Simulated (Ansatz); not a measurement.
Runs of Ansatz 0.2.0 on Ta. Symmetry: P6_3/mmc, No. 194, hexagonal system. The conventional cell has a = 2.900 Å, b = 2.900 Å, c = 5.166 Å, α = 90.00°, β = 90.00°, γ = 120.00°. Around Ta (site symmetry -6m2) lie 12 Ta at 2.90 to 3.08 Å. This isn't the form of Ta at room conditions, which is bcc.

| task | level | cell | cutoff (eV) | gap on the mesh (eV) | pressure (GPa) | relaxed volume (Å³/atom) |
| --- | --- | --- | --- | --- | --- | --- |
| relaxation of cell and atoms | HSEsol | relaxed | 420 | none | 0.0 | 18.07 |
| relaxation of cell and atoms | HF | relaxed | 420 | none | 0.0 | (b) |
| single point | HF | as given | 420 | none | 11.3 | - |
| single point | r2SCAN50 | as given | 500 | none | -5.7 | - |
| single point | r2SCANh | as given | 500 | none | (a) | - |
| single point | r2SCAN0 | as given | 500 | none | -5.3 | - |

Alike in all rows: potentials or basis Ansatz PAW; no spin polarisation; k mesh 6 × 6 × 3; smearing fermi-dirac 0.05 eV; the mesh is coarse, so values aren't converged.

Problem. Fill in the values left out.

Solution. (a) -4.5; (b) 19.91.

Caveats: all runs use coarse meshes; the PAW data sets come from PBE, with cores solved anew for the run's functional, which leaves a small shift of forces and pressure; the thresholds are loose for stress (some runs); the plane-wave basis is chosen anew once the cell has moved, so the energies of steps on either side of that aren't comparable (some runs).

A k mesh can miss the band edges, and the runs leave out spin-orbit coupling on Ta.

A gap of «none» marks a metal or a gap under the smearing width.
